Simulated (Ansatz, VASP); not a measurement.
One calculation of ZrS, two programs

Contents of INCAR:

```
PREC     = Accurate       # precision mode
ENCUT    = 520            # plane-wave cutoff, eV
EDIFF    = 1E-7           # SCF threshold, eV
ISMEAR   = -1             # smearing method
SIGMA    = 0.05           # smearing width, eV
LREAL    = False          # projectors in reciprocal space
LASPH    = True           # aspherical terms in the spheres
NELM     = 80             # most SCF steps
ALGO     = Normal         # electronic algorithm
ISIF     = 2              # what is computed and relaxed
LWAVE    = False          # write WAVECAR
LCHARG   = False          # write CHGCAR
GGA      = PS             # functional
NBANDS   = 16             # bands
```

Contents of KPOINTS:

```
Automatic mesh
0
Gamma
  9 9 9
```

The input POSCAR:

```
ZrS
1.0
    0.0000000000      2.6073820195      2.6073820195
    2.6073820195      0.0000000000      2.6073820195
    2.6073820195      2.6073820195      0.0000000000
Zr S
1 1
Direct
    0.0000000000      0.0000000000      0.0000000000
    0.5000000000      0.5000000000      0.5000000000
```

Contents of input.yaml:

```yaml
crystal:
  lattice:
    - [0.0, 2.6073820195, 2.6073820195]
    - [2.6073820195, 0.0, 2.6073820195]
    - [2.6073820195, 2.6073820195, 0.0]
  atoms:
    - { symbol: Zr, position: [0.0, 0.0, 0.0] }
    - { symbol: S, position: [0.5, 0.5, 0.5] }
hamiltonian:
  xc: pbesol
  pseudopotentials: { kind: paw }
kpoints:
  mp_grid: { grid: [9, 9, 9] }
scf:
  occupations: { method: fermi_dirac, width: 0.05 }
output:
  forces: true
  stress: true
  eigenvalues: true
```

Change from the starting cell: volume scaled by 0.98.

Alike in both runs: task single point; functional PBEsol; k mesh 9 × 9 × 9; occupations fermi-dirac, width 0.05 eV; no spin polarisation.

|  | VASP | Ansatz |
| --- | --- | --- |
| version | VASP 6.6.1 | Ansatz 0.2.0 |
| potentials or method | VASP PAW PBE potentials, release 64 (Zr_sv, S) | Ansatz PAW |
| plane-wave cutoff (eV) | 520 | 420 |
| valence electrons in the cell | 18 | 18 |

```tsv
	VASP	Ansatz	Ansatz less VASP
gap on the k mesh at the Fermi level (eV)	none	none	-
pressure (GPa)	-3.8	-4.0	-0.21
```

A gap of «none» marks a metal or a gap that the smearing closes. The functional is the same, so the differences come from potentials, cutoffs and numerics.

Caveats: the PAW data sets were made with another functional, which shifts forces and pressure a little (VASP); the PAW data sets come from PBE, with cores solved anew for the run's functional, which leaves a small shift of forces and pressure (Ansatz).
